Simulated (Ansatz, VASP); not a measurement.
Cd2S: VASP beside Ansatz

```xyz
3
Lattice="4.0404 0.0000 0.0000 -2.0202 3.4991 0.0000 0.0000 0.0000 5.9231" Properties=species:S:1:pos:R:3 pbc="T T T"
Cd    0.0000    2.3327    5.5246
Cd    2.0202    1.1664    3.4279
S     0.0000    2.3327    2.1661
```

Change from the starting cell: volume scaled by 1.06.

Alike in both runs: task single point; functional PBEsol; k mesh 8 × 8 × 5; occupations fermi-dirac, width 0.05 eV; no spin polarisation.

|  | VASP | Ansatz |
| --- | --- | --- |
| version | VASP 6.6.1 | Ansatz 0.2.0 |
| potentials or method | VASP PAW PBE potentials, release 64 (Cd, S) | Ansatz PAW |
| plane-wave cutoff (eV) | 520 | 420 |
| valence electrons in the cell | 30 | 46 |

```tsv
	VASP	Ansatz	Ansatz less VASP
gap on the k mesh at the Fermi level (eV)	0.28	0.28	+0.002
least direct gap on the mesh (eV)	0.57	0.57	+0.002
pressure (GPa)	-4.6	-4.8	-0.22
largest component of the traceless stress (GPa)	1.16	1.22	+0.063
rms of the force components (eV/Å)	0.132	0.140	+0.0083
```

Atom by atom the forces differ by 0.009 eV/Å (rms over components). The two sets of potentials don't hold the same shells in valence.

Caveats: the PAW data sets were made with another functional, which shifts forces and pressure a little (VASP); an odd mesh through Γ misses points on the zone boundary, where band edges often lie (VASP); odd divisions of the mesh miss points on the zone boundary, where band edges often lie, so the gap on the mesh can be too wide (Ansatz); the PAW data sets come from PBE, with cores solved anew for the run's functional, which leaves a small shift of forces and pressure (Ansatz).
